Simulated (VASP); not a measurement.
Set up this calculation in VASP 6.6.1, as the native input.

- Task: single point
- Functional: PBE
- Potentials or basis: VASP PAW PBE potentials, release 64 (Pb_d, Te)
- Cutoff: 520 eV
- k mesh: 7 × 7 × 7
- Occupations: gaussian, width 0.02 eV
- Spin: no spin polarisation
- Further INCAR settings: ALGO = Normal; EDIFF = 1e-07; NBANDS = 17

The structure of TePb lies in POSCAR:

```
TePb
1.0
    0.0000000000      3.2310000000      3.2310000000
    3.2310000000      0.0000000000      3.2310000000
    3.2310000000      3.2310000000      0.0000000000
Pb Te
1 1
Cartesian
    0.0000000000      0.0000000000      0.0000000000
    3.2310000000      3.2310000000      3.2310000000
```

One way to write it, as run:

INCAR

```
ALGO = Normal ; EDIFF = 1E-7
ENCUT = 520 ; GGA = PE
ISIF = 2 ; ISMEAR = 0
LASPH = T ; LCHARG = F
LREAL = F ; LWAVE = F
NBANDS = 17 ; NELM = 100
PREC = Accurate ; SIGMA = 0.02
```

KPOINTS

```
k-points
0
Gamma
  7 7 7
```

Potentials or basis: VASP PAW PBE potentials, release 64 (Pb_d, Te).

Launch:

```bash
$ cat potpaw_PBE.64/Pb_d/POTCAR potpaw_PBE.64/Te/POTCAR > POTCAR
$ mpirun -np 1 vasp_std > vasp.out
```

Results of the run:

| Property | Result |
| --- | --- |
| Pressure | 2.1 GPa |

It took 27 s on 1 thread of Intel(R) Xeon(R) Platinum 8488C (Sapphire Rapids) (shared host), peak memory 0.2 GiB.
